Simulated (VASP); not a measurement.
Wanted: the native input for a VASP 6.6.1 run.

| Property | Result |
| --- | --- |
| Task | single point |
| Functional | PBEsol |
| Potentials or basis | VASP PAW PBE potentials, release 64 (Mg, Te) |
| Cutoff | 520 eV |
| k mesh | 6 × 6 × 4 |
| Occupations | gaussian, width 0.1 eV |
| Spin | no spin polarisation |
| Dipole correction | no |
| Further INCAR settings | ALGO = Fast; EDIFF = 1e-07; NBANDS = 16 |

The structure of MgTe lies in POSCAR:

```
MgTe
1.0
    4.5902025400      0.0000000000      0.0000000000
   -2.2951012700      3.9752320100      0.0000000000
    0.0000000000      0.0000000000      7.4378057100
Mg Te
2 2
Direct
    0.3333333300      0.6666666700      0.9959911700
    0.6666666700      0.3333333300      0.4959911700
    0.3333333300      0.6666666700      0.3740088300
    0.6666666700      0.3333333300      0.8740088300
```

The cell is a database's computed one.

One way to write it, as run:

INCAR

```
SYSTEM = MgTe
PREC     = Accurate       ! precision mode
ENCUT    = 520            ! plane-wave cutoff, eV
EDIFF    = 1E-7           ! SCF threshold, eV
ISMEAR   = 0              ! smearing method
SIGMA    = 0.1            ! smearing width, eV
LREAL    = .False.        ! projectors in reciprocal space
LASPH    = .True.         ! aspherical terms in the spheres
NELM     = 100            ! most SCF steps
ALGO     = Fast           ! electronic algorithm
ISIF     = 2              ! what is computed and relaxed
LWAVE    = .False.        ! write WAVECAR
LCHARG   = .True.         ! write CHGCAR
GGA      = PS             ! functional
LELF     = .True.         ! ELF
LVHAR    = .True.       
NBANDS   = 16             ! bands
```

KPOINTS

```
regular mesh
0
Gamma
  6 6 4
  0 0 0
```

Potentials or basis: VASP PAW PBE potentials, release 64 (Mg, Te).

The run is started by

```sh
$ cat potpaw_PBE.64/Mg/POTCAR potpaw_PBE.64/Te/POTCAR > POTCAR
$ mpirun -np 1 vasp_std > vasp.out
```

Results of the run:

```yaml
Pressure: -0.5 GPa
Largest_force: 0.019 eV/Å
Band_gap_on_the_k_mesh: 2.30 eV, direct
```

Caveat: the PAW data sets were made with another functional, which shifts forces and pressure a little; spin-orbit coupling is left out, which moves the levels of the heavy elements.

Wall time 26 s on 1 thread of Intel(R) Xeon(R) 6975P-C (Granite Rapids) (shared host), peak memory 0.25 GiB.
